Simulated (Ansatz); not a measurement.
Crystal: AgBr.

```xyz
2
Lattice="0.0000 2.8702 2.8702 2.8702 0.0000 2.8702 2.8702 2.8702 0.0000" Properties=species:S:1:pos:R:3 pbc="T T T"
Ag    0.0000    0.0000    0.0000
Br    2.8702    2.8702    2.8702
```

| Item | Value |
| --- | --- |
| Program | Ansatz 0.2.0 |
| Task | relaxation of cell and atoms |
| Functional | revPBE |
| Potentials or basis | all-electron LAPW, scalar-relativistic |
| Basis error allowed | 0.001 eV/atom |
| k mesh | 8 × 8 × 8 |
| Occupations | fermi-dirac, width 0.05 eV |
| Spin | no spin polarisation |

At the start: volume 23.64 Å³/atom.

Task: Where does the relaxation end?

Result: Over 4 steps the energy falls by 32.3 meV/atom and the volume is 26.35 Å³/atom (+11.4 %); space group Fm-3m (No. 225, to 0.05 Å).

Step by step:
```tsv
step	energy change (eV)	largest force (eV/Å)	volume (Å³)
1	0.0000	0.0000	47.29
2	-0.0644	0.0000	52.97
3	-0.0646	0.0000	52.70
4	-0.0646	0.0000	52.70
```

Final structure:
```
CELL_PARAMETERS angstrom
0.00000 2.97571 2.97571
2.97571 0.00000 2.97571
2.97571 2.97571 0.00000
ATOMIC_POSITIONS crystal
Ag 0.00000 0.00000 0.00000
Br 0.50000 0.50000 0.50000
```

Caveat: the volume moved by +11 % from the deposited cell, more than functionals usually miss.
